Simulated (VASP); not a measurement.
## InSe: atomic charges with LDA

Crystal: InSe.

```xyz
8
Lattice="4.0500 0.0000 0.0000 -2.0250 3.5074 0.0000 0.0000 0.0000 16.9300" Properties=species:S:1:pos:R:3 pbc="T T T"
In    2.0250    1.1691   14.2720
In    0.0000    2.3383    5.8070
In    2.0250    1.1691   11.1230
In    0.0000    2.3383    2.6580
Se    2.0250    1.1691    6.7381
Se    0.0000    2.3383   15.2031
Se    2.0250    1.1691    1.7269
Se    0.0000    2.3383   10.1919
```

```yaml
Program: VASP 6.6.1
Task: atomic charges
Functional: LDA
Potentials_or_basis: VASP PAW LDA potentials, release 64 (In_d, Se)
Cutoff: 520 eV
k_mesh: 6 × 6 × 2
Occupations: gaussian, width 0.02 eV
Spin: no spin polarisation
Further_INCAR_settings: ALGO = Normal; EDIFF = 1e-06
```

| Quantity | Value |
| --- | --- |
| Pressure | 3.5 GPa |
| Largest force | 2.615 eV/Å |
| Band gap on the k mesh | none (metal or under the smearing width) |
| Valence electrons inside the program's atomic spheres | In 11.49; Se 3.91 |

Forces in eV/Å, atoms in the order of the input:
```
In   0.000  0.000 -2.615
In   0.000  0.000 -2.615
In   0.000  0.000  2.615
In   0.000  0.000  2.615
Se   0.000  0.000  1.657
Se   0.000  0.000  1.657
Se   0.000  0.000 -1.657
Se   0.000  0.000 -1.657
```

Stress tensor (GPa, compression positive):
```
 5.89  0.00  0.00
 0.00  5.89  0.00
 0.00  0.00 -1.26
```

Levels at points of the mesh, in eV from the Fermi level:
```
           k point  band 34  band 35  band 36  band 37  band 38  band 39  band 40  band 41  band 42  band 43
(0.00, 0.00, 0.00)    -2.16    -2.10    -2.10    -1.41    -0.52    -0.05     0.32     1.15     1.50     3.74
(0.50, 0.00, 0.00)    -3.16    -2.89    -2.51    -1.50    -0.98     0.83     1.01     1.27     1.35     2.94
(0.00, 0.00, 0.50)    -2.12    -2.12    -2.12    -1.02    -1.02     0.21     0.21     1.33     1.33     3.81
(0.50, 0.00, 0.50)    -3.26    -2.65    -2.65    -1.25    -1.25     1.08     1.08     1.17     1.17     2.91
```

Run time: 87 s on 1 thread of AMD EPYC 9R45 96-Core Processor (Zen 5), on a shared host, peak memory 0.29 GiB.

Caveat: forces of over 1 eV/Å show positions far from the minimum, so gaps and moduli don't describe the material at rest.
